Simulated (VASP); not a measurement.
Wanted: the native input for a VASP 6.6.1 run.

| Property | Result |
| --- | --- |
| Task | band structure |
| Functional | PBE |
| Dispersion | D3(BJ) |
| Potentials or basis | VASP PAW PBE potentials, release 64 (Ba_sv, Ti_sv, O) |
| Cutoff | 520 eV |
| k mesh | 8 × 8 × 8 |
| Occupations | gaussian, width 0.02 eV |
| Spin | no spin polarisation |
| Further INCAR settings | ALGO = Normal; EDIFF = 1e-06 |

The system is BaTiO3.

```xyz
5
Lattice="4.0051 0.0000 0.0000 0.0000 4.0051 0.0000 0.0000 0.0000 4.0051" Properties=species:S:1:pos:R:3 pbc="T T T"
Ba    0.0000    0.0000    0.0000
Ti    2.0026    2.0026    2.0026
O     2.0026    2.0026    0.0000
O     0.0000    2.0026    2.0026
O     2.0026    0.0000    2.0026
```

The cell was built by a generator and needn't be a form met in nature.

One way to write it, as run:

POSCAR

```
BaTiO3                                  
1.0
    4.0051101006     -0.0000000000      0.0000000000
    0.0000000000      4.0051101006      0.0000000000
   -0.0000000000     -0.0000000000      4.0051101006
  Ba              Ti              O             
     1     1     3
Direct
     0.0000000000000000    0.0000000000000000    0.0000000000000000
     0.5000000000000000    0.5000000000000000    0.5000000000000000
     0.5000000000000000    0.5000000000000000    0.0000000000000000
     0.0000000000000000    0.5000000000000000    0.5000000000000000
     0.5000000000000000    0.0000000000000000    0.5000000000000000
```

INCAR.step1

```
PREC = Accurate
ENCUT = 520
EDIFF = 1E-6
ISMEAR = 0
SIGMA = 0.02
LREAL = F
LASPH = T
NELM = 80
ALGO = Normal
ISIF = 2
LWAVE = F
LCHARG = T
LMAXMIX = 4
GGA = PE
IVDW = 12
KPAR = 2
```

KPOINTS.step1

```
regular mesh
0
Gamma
  8 8 8
```

INCAR.step2

```
PREC = Accurate
ENCUT = 520
EDIFF = 1E-6
ISMEAR = 0
SIGMA = 0.05
LREAL = F
LASPH = T
NELM = 80
ALGO = Normal
ISIF = 2
LWAVE = F
LCHARG = F
LMAXMIX = 4
GGA = PE
IVDW = 12
ICHARG = 11
KPAR = 2
```

KPOINTS.step2

```
path GXMGRX,MR
20
line-mode
reciprocal
 0.0000000000  0.0000000000  0.0000000000  G
 0.0000000000  0.5000000000  0.0000000000  X

 0.0000000000  0.5000000000  0.0000000000  X
 0.5000000000  0.5000000000  0.0000000000  M

 0.5000000000  0.5000000000  0.0000000000  M
 0.0000000000  0.0000000000  0.0000000000  G

 0.0000000000  0.0000000000  0.0000000000  G
 0.5000000000  0.5000000000  0.5000000000  R

 0.5000000000  0.5000000000  0.5000000000  R
 0.0000000000  0.5000000000  0.0000000000  X

 0.5000000000  0.5000000000  0.0000000000  M
 0.5000000000  0.5000000000  0.5000000000  R
```

Potentials or basis: VASP PAW PBE potentials, release 64 (Ba_sv, Ti_sv, O).

Launch:

```sh
$ cat potpaw_PBE.64/Ba_sv/POTCAR potpaw_PBE.64/Ti_sv/POTCAR potpaw_PBE.64/O/POTCAR > POTCAR
$ cp INCAR.step1 INCAR
$ cp KPOINTS.step1 KPOINTS
$ mpirun -np 2 vasp_std > vasp.out
$ cp INCAR.step2 INCAR
$ cp KPOINTS.step2 KPOINTS
$ mpirun -np 2 vasp_std > vasp.out
```

It gave:

The band gap on the k mesh is 1.74 eV, indirect (least direct gap 1.89 eV), the band gap along the path is 1.74 eV, indirect (least direct gap 1.89 eV) and the dispersion energy per atom is -0.264 eV.

Caveat: the log is that of the step along the path at fixed density, whose energy, stress, charges and moments have no meaning; spin-orbit coupling is left out, which moves the levels of the heavy elements.

Wall time 66 s on 2 MPI ranks on Intel(R) Xeon(R) Platinum 8259CL CPU @ 2.50GHz (Skylake/Cascade Lake) (shared host), peak memory 0.31 GiB a rank.
